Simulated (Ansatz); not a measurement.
## Os, one cell by several methods

```
CELL_PARAMETERS angstrom
0.00000 1.94500 1.94500
1.94500 0.00000 1.94500
1.94500 1.94500 0.00000
ATOMIC_POSITIONS crystal
Os 0.00000 0.00000 0.00000
```

The geometry is COD entry 1534943, unchecked; take it as a test cell.

No spin–orbit coupling, which matters for the heavy atoms here.

Levels of theory: DFT, PBEsol, PAW with Ansatz's default frozen-core files, scalar-relativistic (Ansatz 0.2.0); DFT, PBEsol, all-electron LAPW, scalar-relativistic (Ansatz 0.2.0).

For PAW: a Γ-centred 14×14×14 k mesh, Fermi–Dirac smearing of 0.03 eV, cutoff 420 eV, no spin polarisation; the PAW files were made with PBE, and the program remakes their frozen cores for this functional. LAPW targets a basis error of 0.25 meV/atom. The Ansatz runs share mesh, smearing and spin set-up. Plane-wave (PAW) pressures include the program's estimate of the Pulay term.

Stress and pressure are positive in compression.

Levels count from the Fermi level.

PAW results:

```tsv
quantity	PAW
pressure (GPa)	-19.96
highest filled level at U (eV)	-1.881
lowest empty level at U (eV)	0.345
highest filled level at K (eV)	-1.881
lowest empty level at K (eV)	0.345
highest filled level at Γ (eV)	-2.753
lowest empty level at Γ (eV)	0.094
```

(1) What does full-potential LAPW give for the same quantities?

Results:

(1) 
| quantity | LAPW |
| --- | --- |
| pressure (GPa) | -19.93 |
| highest filled level at U (eV) | -1.881 |
| lowest empty level at U (eV) | 0.345 |
| highest filled level at K (eV) | -1.881 |
| lowest empty level at K (eV) | 0.345 |
| highest filled level at Γ (eV) | -2.751 |
| lowest empty level at Γ (eV) | 0.095 |
